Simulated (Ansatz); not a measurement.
# CoSi$_{2}$: all-electron results

```yaml
crystal:
  lattice:
    - [0.00000, 2.68250, 2.68250]
    - [2.68250, 0.00000, 2.68250]
    - [2.68250, 2.68250, 0.00000]
  atoms:
    - { symbol: Co, position: [0.00000, 0.00000, 0.00000] }
    - { symbol: Si, position: [0.25000, 0.25000, 0.25000] }
    - { symbol: Si, position: [0.75000, 0.75000, 0.75000] }
```

Atoms are numbered in the order listed.

The cell comes from COD entry 1008148, which wasn't checked; take it as a given geometry.

All numbers are computed: DFT, PBEsol, all-electron LAPW, scalar-relativistic (Ansatz 0.2.0); DFT, PBEsol, PAW with Ansatz's default frozen-core files, scalar-relativistic (Ansatz 0.2.0).

For LAPW: a Γ-centred 11×11×11 k mesh, Fermi–Dirac smearing of 0.05 eV, basis error target 1 meV/atom, spin-polarised from start moments Co1 2 μB (the moments died away, and the run ended non-magnetic). PAW takes a cutoff of 420 eV at this cell (files made with PBE, cores remade for this functional). The Ansatz runs share mesh, smearing and spin set-up. Values come from LAPW unless marked.

```yaml
Pressure_at_this_cell: -5.39 GPa
Band_gap: "none: bands cross the Fermi level, a metal"
Density_of_states_at_the_Fermi_level_0.2_eV_bin: 1.05 states/eV per cell
Löwdin_charges_with_0.34_e_of_the_cell_spilling_out_of_the_atomic_basis_so_their_sizes_and_signs_hang_on_that_basis: Co1 0.35, Si2 -0.01 e
Bader_charges_from_the_PAW_run: Co1 -1.04, Si2 +0.52 e
Volume_per_atom: 12.87 Å³
```
